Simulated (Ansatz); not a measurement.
## Al$_{2}$Ru: how the energy converges with the cutoff

Al$_{2}$Ru, P1, a = 5.864 Å, b = 4.928 Å, c = 4.626 Å, α, β, γ = 74.8°, 53.3°, 49.8°. Ansatz: r2SCAN, PAW, cutoff varied, Γ-centred 8×8×8 mesh on 6 atoms, Gaussian smearing 0.01 eV; no spin polarisation. Single points at one geometry with displaced atoms, the cutoff alone changed; ΔE is the energy at zero smearing over the run at 600 eV. The runs up to 350 eV lie under the cutoff recommended for these PAW datasets.

| cutoff (eV) | ΔE (meV/atom) |
| --- | --- |
| 200 | ? |
| 250 | 595.58 |
| 300 | 87.52 |
| 350 | 11.61 |
| 500 | 0.75 |

Question: Assume ΔE falls exponentially with the cutoff, fit y = ln ΔE against x, the cutoff in eV, to the other rows, and predict the missing value.

Answer: y = 6.390, 4.472, 2.452, -0.288. Means x = 350.0, y = 3.2565; Σ(Δx)² = 35000, ΣΔxΔy = -905.8; the slope is their ratio. y = 12.31 − 0.02588 x, a factor of ten per 89 eV. At 200 eV this gives ΔE = 1253.88 meV/atom. The run gave 3246.51, a ratio of 0.39. Between neighbouring rows the decay runs from a factor of ten per 57 eV to one per 126 eV, so one exponential is only a rough guide. The fast fall gives way to a slow tail, so a fit to low cutoffs promises convergence too early. The reference at 600 eV isn't the complete basis: by the fit it lies 0.04 meV/atom above it, and every ΔE is lowered by that much, or by more if the decay slows beyond the rows, as it often does.

Cost: 6 runs of about 8 core-minutes in all, on Arm Neoverse V2 (shared hosts).